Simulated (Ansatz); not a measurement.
**AlN: frozen-core PAW against all-electron methods**

```
Al N
1.0
    -0.01978    1.96811    1.96811
     1.96811   -0.01978    1.96811
     1.96811    1.96811   -0.01978
Al N
1 1
Direct
  0.00000 0.00000 0.00000
  0.50000 0.50000 0.50000
```

Atom numbers follow the list: Al1, N2.

The geometry is COD entry 1523095, unchecked; take it as a test cell. The listed cell was then made from it by scaling, straining or moving an atom.

All numbers are computed: DFT, LDA, PAW with Ansatz's default frozen-core files, scalar-relativistic (Ansatz 0.2.0); DFT, LDA, all-electron PAW with datasets made for the crystal, scalar-relativistic (Ansatz 0.2.0); DFT, LDA, all-electron LAPW, scalar-relativistic (Ansatz 0.2.0).

For PAW: a Γ-centred 10×10×10 k mesh, Fermi–Dirac smearing of 0.02 eV, cutoff 420 eV, no spin polarisation; the PAW files were made with PBE, and the program remakes their frozen cores for this functional. The crystal-made all-electron datasets (AE datasets) take a cutoff of 380 eV at this cell. LAPW targets a basis error of 1 meV/atom. The Ansatz runs share mesh, smearing and spin set-up. Plane-wave (PAW) pressures include the program's estimate of the Pulay term.

Stress and pressure are positive in compression.

The change that made this cell: equal xy, yz and zx engineering shear strains of -1 %.

```tsv
quantity	PAW	AE datasets	LAPW
pressure (GPa)	12.48	12.50	12.50
stress yz (GPa)	3.40	3.40	3.40
stress xz (GPa)	3.40	3.40	3.40
stress xy (GPa)	3.40	3.40	3.40
band gap (eV)	4.779	4.780	4.780
field gradient Vzz at Al1 (10²¹ V/m²)	0.07	0.07	–
field gradient Vzz at N2 (10²¹ V/m²)	-0.43	-0.42	–
```

PAW's pressure differs from the LAPW value by about 0.01 GPa or less.
